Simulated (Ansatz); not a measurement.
**Formation energy and levels of the substitutional impurity Ta_Ga in GaN (P6_3mc)**

Wanted: the transition levels of a substitutional impurity in GaN (P6_3mc), from a cell of 72 host atoms with 1 Ga taken out and 1 Ta put in.

Main program and level: Ansatz 0.2.0; place-levels on r2SCAN runs: charge-transition levels and formation energies with image-charge correction and potential alignment at the atomic sites; PAW set soft_1.

**Measured values to reproduce.**

For GaN, wurtzite (literature experimental value, sample not described, 2 K), “On the origin of Blue Luminescence in Mg doped GaN” (2017, arxiv:1708.04036) quotes earlier work: band gap (band gap at 2 K) 3.51 eV [Literature value quoted for comparison without method or sample details; may be an …].

## Step 1: The structure

The cell holds 72 atoms: 35 Ga, 36 N and 1 Ta. Cell: a = 9.550 Å, b = 9.550 Å, c = 10.368 Å, α = 90.0°, β = 90.0°, γ = 120.0°. It derives from GaN (space group P6_3mc). Nearest the centre at fractional (0.444, 0.556, 0.500): Ta34 at 0.00 Å, N11 at 1.95 Å, N43 at 1.95 Å, N35 at 1.95 Å, N40 at 1.95 Å, Ga9 at 3.18 Å, Ga13 at 3.18 Å, Ga41 at 3.18 Å.

Structure file:

```xyz
72
Lattice="9.5498 0.0000 0.0000 -4.7749 8.2704 0.0000 0.0000 0.0000 10.3677" Properties=species:S:1:pos:R:3 pbc="T T T"
Ga    1.5916    0.9189    2.5873
Ga    0.0000    1.8379    5.1792
N     1.5916    0.9189    4.5405
N     0.0000    1.8379    1.9486
Ga    1.5916    0.9189    7.7711
Ga    0.0000    1.8379   10.3630
N     1.5916    0.9189    9.7243
N     0.0000    1.8379    7.1324
Ga    0.0000    3.6757    2.5873
Ga   -1.5916    4.5947    5.1792
N     0.0000    3.6757    4.5405
N    -1.5916    4.5947    1.9486
Ga    0.0000    3.6757    7.7711
Ga   -1.5916    4.5947   10.3630
N     0.0000    3.6757    9.7243
N    -1.5916    4.5947    7.1324
Ga   -1.5916    6.4325    2.5873
Ga   -3.1833    7.3515    5.1792
N    -1.5916    6.4325    4.5405
N    -3.1833    7.3515    1.9486
Ga   -1.5916    6.4325    7.7711
Ga   -3.1833    7.3515   10.3630
N    -1.5916    6.4325    9.7243
N    -3.1833    7.3515    7.1324
Ga    4.7749    0.9189    2.5873
Ga    3.1833    1.8379    5.1792
N     4.7749    0.9189    4.5405
N     3.1833    1.8379    1.9486
Ga    4.7749    0.9189    7.7711
Ga    3.1833    1.8379   10.3630
N     4.7749    0.9189    9.7243
N     3.1833    1.8379    7.1324
Ga    3.1833    3.6757    2.5873
Ta    1.5916    4.5947    5.1792
N     3.1833    3.6757    4.5405
N     1.5916    4.5947    1.9486
Ga    3.1833    3.6757    7.7711
Ga    1.5916    4.5947   10.3630
N     3.1833    3.6757    9.7243
N     1.5916    4.5947    7.1324
Ga    1.5916    6.4325    2.5873
Ga    0.0000    7.3515    5.1792
N     1.5916    6.4325    4.5405
N     0.0000    7.3515    1.9486
Ga    1.5916    6.4325    7.7711
Ga    0.0000    7.3515   10.3630
N     1.5916    6.4325    9.7243
N     0.0000    7.3515    7.1324
Ga    7.9582    0.9189    2.5873
Ga    6.3665    1.8379    5.1792
N     7.9582    0.9189    4.5405
N     6.3665    1.8379    1.9486
Ga    7.9582    0.9189    7.7711
Ga    6.3665    1.8379   10.3630
N     7.9582    0.9189    9.7243
N     6.3665    1.8379    7.1324
Ga    6.3665    3.6757    2.5873
Ga    4.7749    4.5947    5.1792
N     6.3665    3.6757    4.5405
N     4.7749    4.5947    1.9486
Ga    6.3665    3.6757    7.7711
Ga    4.7749    4.5947   10.3630
N     6.3665    3.6757    9.7243
N     4.7749    4.5947    7.1324
Ga    4.7749    6.4325    2.5873
Ga    3.1833    7.3515    5.1792
N     4.7749    6.4325    4.5405
N     3.1833    7.3515    1.9486
Ga    4.7749    6.4325    7.7711
Ga    3.1833    7.3515   10.3630
N     4.7749    6.4325    9.7243
N     3.1833    7.3515    7.1324
```

Known beforehand: the electronic dielectric constant, (5.83, 5.83, 6.02), and the static one, (10.10, 10.10, 11.19), computed on the host (DFPT, PBEsol, on the r2SCAN cell), and a cell off the functional's own equilibrium shifts the ionic part.

The cell's shortest repeat is 9.5 Å.

## Step 2: Charge states

A transition level is the Fermi level at which two charge states cost the same, so each charge needs its own total energy, at its own relaxed structure.

Each atom starts 0.05 Å or so off its site in a random direction: a symmetric start keeps its symmetry, and would miss off-centre moves and Jahn–Teller distortions. Forces are taken at one point at (¼, ¼, ¼). The cell holds 1 electron more than the neutral one, with a uniform background that keeps it neutral on the whole. The electron count is odd, so at least one spin is unpaired; this run locks the moment at 1 μB.

The sampling was tested on the host first: at the k-points planned (1x1x1 shifted 0.25 0.25 0.25) its energy lies -0.023 eV an atom from the dense-mesh value, a large miss, so this sampling is coarse for the host.

One state's input; the others differ in charge, spin, start and seed, and in occupations where the table says so.

Input file qm1_M1.relax/input.yaml:

```yaml
crystal:
  lattice:
    - [3.18327254, 0.0, 0.0]
    - [-1.59163627, 2.75679489, 0.0]
    - [0.0, 0.0, 5.18383161]
  atoms:
    - { symbol: Ga, position: [0.66666667, 0.33333333, 0.49910624] }
    - { symbol: Ga, position: [0.33333333, 0.66666667, 0.99910624] }
    - { symbol: "N", position: [0.66666667, 0.33333333, 0.87589376] }
    - { symbol: "N", position: [0.33333333, 0.66666667, 0.37589376] }
  supercell: [3, 3, 2]
  defects: [{ substitution: { at: 33, symbol: Ta } }]
total_charge: -1
basis:
  ecutwfc: 500
  xc_grid: 2
hamiltonian:
  xc: r2scan
  pseudopotentials: { kind: paw, azcp: { folder: soft_1 } }
kpoints:
  mp_grid: { grid: [1, 1, 1], shift: [0.25, 0.25, 0.25] }
magnetization:
  spin_polarized: true
  initial_magnetization: 1
  spin_locking: { lock_magnetization: hard }
scf:
  occupations: { method: fixed }
  max_iter: 100
output:
  forces: true
  charged_corrections: { epsilon: [5.83, 5.83, 6.02], static_epsilon: [10.1, 10.1, 11.19] }
relax:
  f_tol: 0.02
  max_steps: 80
  random_displacement: { amplitude: 0.05, seed: 4932 }
checkpoint:
  write: "../qm1_M1.relax.run"
  compress: false
  write_wavefunctions: true
  write_every: 100000
```

Command:

```sh
$ ansatz run input.yaml --threads 4 --pin off --max-ram 15073MiB --backend cpu --events-out ev --progress --plain --runs-dir out
```

The relaxed structure is kept and the sampling changed to a 2×2×2 shifted mesh.

The run of this state that the levels use, under r2SCAN:

Input file qm1_M1.point/input.yaml:

```yaml
crystal:
  checkpoint: "../qm1_M1.relax.run"
  host: checkpoint
total_charge: -1
basis:
  ecutwfc: 500
  xc_grid: 2
hamiltonian:
  xc: r2scan
  pseudopotentials: { kind: paw, azcp: { folder: soft_1 } }
kpoints:
  mp_grid: { grid: [2, 2, 2], shift: [0.5, 0.5, 0.5] }
magnetization:
  spin_polarized: true
  initial_magnetization: 1
  spin_locking: { lock_magnetization: hard }
scf:
  occupations: { method: fermi_dirac, width: 0.01 }
  max_iter: 100
output:
  forces: true
  eigenvalues: true
  charged_corrections:
    epsilon: [5.83, 5.83, 6.02]
    static_epsilon: [10.1, 10.1, 11.19]
    defect_position: [0.444444, 0.555556, 0.499553]
  eigenstates: { localisation: true }
  populations: true
  efg: {}
checkpoint:
  read: "../qm1_M1.relax.run"
  write: "../qm1_M1.point.run"
  compress: false
  write_wavefunctions: false
  write_every: 100000
```

Relaxations under r2SCAN at one point at (¼, ¼, ¼); times on 4 threads of Arm Neoverse V1, shared host:

```tsv
charge	moment (μB)	occupations	outcome	steps	largest displacement against the far atoms (Å)	time
−1	1	fixed	converged	7	0.19	9.7 min
0	0	fixed	converged	16	0.30	8.6 min
+1	1	fixed	converged	8	0.11	12 min
+2	0	fixed	converged	8	0.08	4.4 min
0	2	fixed	converged	9	0.17	11 min
```

Single points under r2SCAN at a 2×2×2 shifted mesh; times on 4 threads of Arm Neoverse V1, shared host:

```tsv
charge	moment (μB)	occupations	outcome	time
−1	1	fermi-dirac	converged	57 min
0	0	fermi-dirac	converged	3.7 min
+1	1	fermi-dirac	converged	10 min
+2	0	fermi-dirac	converged	3.3 min
0	2	fermi-dirac	converged	9.5 min
```

Distances (Å) from Ta34 to the nearest atoms after relaxation with r2SCAN:

```tsv
charge	moment (μB)	1.	2.	3.	4.	5.	6.
−1	1	N 2.04	N 2.04	N 2.05	N 2.15	N 2.97	Ga 3.07
0	0	N 1.93	N 1.95	N 2.14	N 2.16	Ga 2.94	Ga 2.96
0	2	N 2.04	N 2.05	N 2.05	N 2.15	N 3.00	Ga 3.09
+1	1	N 1.97	N 2.01	N 2.01	N 2.05	N 3.09	Ga 3.13
+2	0	N 1.95	N 1.95	N 1.95	N 1.95	N 3.19	Ga 3.23
```

## Step 3: place-levels, r2SCAN

A charged cell interacts with its images and the background, and its potential has another zero than the host's. place-levels removes the first by a point-charge model, screened by the static dielectric constant since the ions have relaxed around the charge, and the second by comparing potentials at atoms far from the defect.

The host is a run of the defect-free crystal in the same cutoffs, grids and k-points, so that basis and sampling errors cancel in part in the differences. The host is run in a cell of 4 atoms on a matching mesh. Its band edges are searched through the zone by a band path, so the gap is smaller than, or equal to, that on the mesh. Chemical potentials are energies per atom of Ga (alpha-Ga (Cmce)) and Ta (bcc), run with the same functional and cutoff.

Input file levels.point.yaml:

```yaml
host:
  run: host.point.run
states: [qm1_M1.point.run, q0.point.run, qp1_M1.point.run, qp2.point.run, q0_M2.point.run]
geometry_from:
  qm1_M1.point.run: qm1_M1.relax.run
  q0.point.run: q0.relax.run
  qp1_M1.point.run: qp1_M1.relax.run
  qp2.point.run: qp2.relax.run
  q0_M2.point.run: q0_M2.relax.run
  host.point.run: host.relax.run
chemical_potentials:
  Ga:
    energy: -3790.270342
    dataset: <sha256 of the dataset>
  Ta:
    energy: -9945.170238
    dataset: "<sha256 of the dataset>"
epsilon: [5.83, 5.83, 6.02]
static_epsilon: [10.1, 10.1, 11.19]
vertical:
  - { from: qm1_M1.point.run, to: qm1_M1.point_neutral.run }
  - { from: qp1_M1.point.run, to: qp1_M1.point_neutral.run }
  - { from: qp2.point.run, to: qp2.point_neutral.run }
```

Command:

```sh
$ ansatz place-levels levels.point.yaml -- --threads 4 --pin off --max-ram 15073MiB
```

Numbers of over 12 decimals in the logs are rounded to 6 here.

What it wrote:

```text
[... repeated set-up lines and file paths are left out, and long positions are rounded to six places ...]
(+2/+1) 2.461 eV above the valence edge, in the conduction band; not on the lower envelope
(+1/0) 2.422 eV above the valence edge (+3.067 eV without the band-filling correction), in the conduction band; not on the lower envelope
(0/-1) 2.352 eV above the valence edge (+3.637 eV without the band-filling correction), 0.000 eV under the conduction edge; not on the lower envelope
(+2/-1) 2.412 eV above the valence edge (+3.055 eV without the band-filling correction), in the conduction band: charges between them are lowest nowhere
formation energy of charge +2: -2.873 eV with the Fermi level at the valence edge
formation energy of charge +1: -0.412 eV with the Fermi level at the valence edge
formation energy of charge 0: +2.010 eV with the Fermi level at the valence edge
formation energy of charge -1: +4.362 eV with the Fermi level at the valence edge
vertical -1 to 0: no energy, since no alignment is typed
  the change from vertical[0].from (qm1_M1.point.run) to vertical[0].to (qm1_M1.point_neutral.run): by its potential at epsilon [5.83, 5.83, 6.02] it stands at 0.456 0.544 0.473, with an rms radius of about 2.8 Å (1.5 1.5 1.8 Å across the planes of the cell's [...]
vertical +1 to 0: no energy, since no alignment is typed
  the change from vertical[1].from (qp1_M1.point.run) to vertical[1].to (qp1_M1.point_neutral.run): by its potential at epsilon [5.83, 5.83, 6.02] it is spread over the cell along a vector, with an rms radius of about 7.1 Å (4.0 4.0 4.3 Å across the planes of [...]
vertical +2 to 0: no energy, since no alignment is typed
  the change from vertical[2].from (qp2.point.run) to vertical[2].to (qp2.point_neutral.run): by its potential at epsilon [5.83, 5.83, 6.02] it stands at 0.463 0.538 0.507, with an rms radius of about 4.1 Å (2.2 2.2 2.6 Å across the planes of the cell's [...]
  edges by r2scan, gap 2.352 eV; the host is sampled to repeats of 19.10 Å
  the defect's cells are sampled to repeats of 19.10 Å, like sampling
  charge +2: -156526.7873 eV with its correction of +1.214 eV, at epsilon [10.1, 10.1, 11.19], aligned at sites: +0.1870 eV, mean over 33 atomic sites at or beyond 4.77 Å from the defect at [0.4444, 0.5556, 0.4996], with +0.000000 for the charge's moments and [...]
  charge +1: -156514.8569 eV with its correction of +0.408 eV, at epsilon [10.1, 10.1, 11.19], aligned at sites: +0.1985 eV, mean over 33 atomic sites at or beyond 4.77 Å from the defect at [0.4444, 0.5556, 0.4996], with +0.002898 for the charge's moments and [...]
  charge 0: +0.000 eV for its dipole among its images, +0.000 omitted
  states[4] (q0_M2.point.run): levels filled in part (TS 0.004 eV): its energy is of no whole electron's
  charge -1: -156489.2129 eV with its correction of -0.080 eV, at epsilon [10.1, 10.1, 11.19], aligned at sites: +0.2894 eV, mean over 33 atomic sites at or beyond 4.77 Å from the defect at [0.4444, 0.5556, 0.4996], with +0.000000 for the charge's moments and [...]
  states[0] (qm1_M1.point.run): levels filled in part (TS 0.002 eV): its energy is of no whole electron's
  charge 0: states[1] (q0.point.run) stands 0.316 eV higher, with a moment of 0.00 μB against 2.00
  of states[3] (qp2.point.run): it parts from the run at its places by a charge that spreads by about 2.2 Å along one vector (1.4 Å or more is wide), by its potential at epsilon [5.83, 5.83, 6.02], taken for that of held ions (one typed too small widens it), [...]
  of states[2] (qp1_M1.point.run): it parts from the run at its places by a charge that spreads by about 4 Å along one vector (1.4 Å or more is wide), by its potential at epsilon [5.83, 5.83, 6.02], taken for that of held ions (one typed too small widens it), [...]
  of states[4] (q0_M2.point.run): a band-filling correction moves a carrier to the host's band edge, which changes its energy by -0.645 eV; stability_check_not_made
  of states[0] (qm1_M1.point.run): it parts from the run at its places by a charge that spreads by about 1.5 Å along one vector (1.4 Å or more is wide), by its potential at epsilon [5.83, 5.83, 6.02], taken for that of held ions (one typed too small widens [...]
  of states[1] (q0.point.run): its displacements don't fall off away from the defect: farther atoms stand 0.026 Å off the host's places. [...]
  vertical[0].from (qm1_M1.point.run): levels filled in part (TS 0.002 eV): its energy is of no whole electron's
  of vertical[0].from (qm1_M1.point.run): its moments are held at its close (magnetization.spin_locking), by a field of 0.305 eV a Bohr magneton, and its energy and levels are of the state that this holds: a run that lets them go can end lower; [...]
  vertical[0].to (qm1_M1.point_neutral.run): levels filled in part (TS 0.017 eV): its energy is of no whole electron's
  of vertical[1].from (qp1_M1.point.run): stability_check_not_made; [...]
  vertical[1].to (qp1_M1.point_neutral.run): levels filled in part (TS 0.010 eV): its energy is of no whole electron's
  of vertical[2].from (qp2.point.run): it parts from the run at its places by a charge that spreads by about 2.2 Å along one vector (1.4 Å or more is wide), by its potential at epsilon [5.83, 5.83, 6.02], taken for that of held ions (one typed too small [...]
  vertical[2].to (qp2.point_neutral.run): levels filled in part (TS 0.010 eV): its energy is of no whole electron's
```

Wall time 0.58 s (4 threads of Arm Neoverse V1, shared host).

(Continued in part 2 of 2.)

[Logs are printed without paths, hosts, clocks, repeated set-up lines and the standing remarks that a program may print on its own settings, such as how far it seeks lower states.]

[Hosts, paths, dates, database ids (printed as entryN), source tags and the programs' standing remarks are cut or masked in the printed files.]

[Where a table of states has a column of steps, it counts the stored structures, which are thinned; the runs took as many ionic steps or more.]

[A defect's name tells the site on which it was built; relaxed atoms can leave that site.]

[For some hosts the program warned that the k-mesh of the response run may be too coarse for force constants and the static dielectric constant; such warnings are not shown here.]
